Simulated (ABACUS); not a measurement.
Runs of ABACUS 3.10.1 on Ti. Symmetry: Im-3m, No. 229, cubic system. The conventional cell has a = 3.282 Å, b = 3.282 Å, c = 3.282 Å, α = 90.00°, β = 90.00°, γ = 90.00°. Ti (site symmetry m-3m) is surrounded by 8 Ti at 2.84 Å. This isn't the form of Ti at room conditions, which is hcp.

```tsv
task	level	potentials or basis	k mesh	cutoff (eV)	radial cutoff of the potentials (pseudo_rcut)	SCF threshold on the density	eigensolver	symmetry key	threshold of the eigensolver	mesh quality	gap on the mesh (eV)	pressure (GPa)	V0 of scaled cells (Å³/atom)	B0 (GPa)
single point	PBE	PseudoDojo NC SR 0.5 PBE standard, plane waves	9 × 9 × 9	1143	10 bohr	1e-08	dav	1	-	not flagged	none	-2.3	-	-
single point	SOGGA	GBRV ultrasoft 1.5 PBE, plane waves	9 × 9 × 9	544	10 bohr	1e-08	dav	1	-	not flagged	none	-6.8	-	-
single point	BLYP	PseudoDojo NC SR 0.4.1 PBE standard, DZP LCAO (the cutoffs set its grid)	10 × 10 × 10	1361	10 bohr	1e-07	scalapack_gvx	1	-	not flagged	none	(c)	-	-
single point	TPSS	SG15 ONCV 1.2 PBE, plane waves	7 × 7 × 7	1320	7 bohr	1e-08	dav	1	-	coarse	none	(a)	-	-
equation of state	TPSS	SG15 ONCV 1.2 PBE, plane waves	7 × 7 × 7	1320	7 bohr	1e-08	dav	1	-	coarse	-	-	17.13	120
single point	BLYP	SSSP 1.3 efficiency PBE, plane waves	9 × 9 × 9	748	10 bohr	1e-08	dav	1	-	not flagged	none	-0.2	-	-
equation of state	BLYP	PseudoDojo NC SR 0.4.1 PBE standard, DZP LCAO (the cutoffs set its grid)	10 × 10 × 10	1361	10 bohr	1e-07	scalapack_gvx	1	-	not flagged	-	-	(b)	102
```

Alike in all rows: no spin polarisation; cell as given; smearing fermi-dirac 0.05 eV.

**Question.** Fill in the values left out.

**Answer.** (a) -3.6; (b) 17.68; (c) 0.0.

Caveats: some runs use coarse meshes; the potentials were made for another functional, which shifts forces and pressure (some runs); the atomic orbitals were generated for these runs and aren't a published set (some runs); the basis of atomic orbitals isn't converged, which shifts pressures, moduli and gaps (some runs).

A gap of «none» marks a metal or a gap under the smearing width.
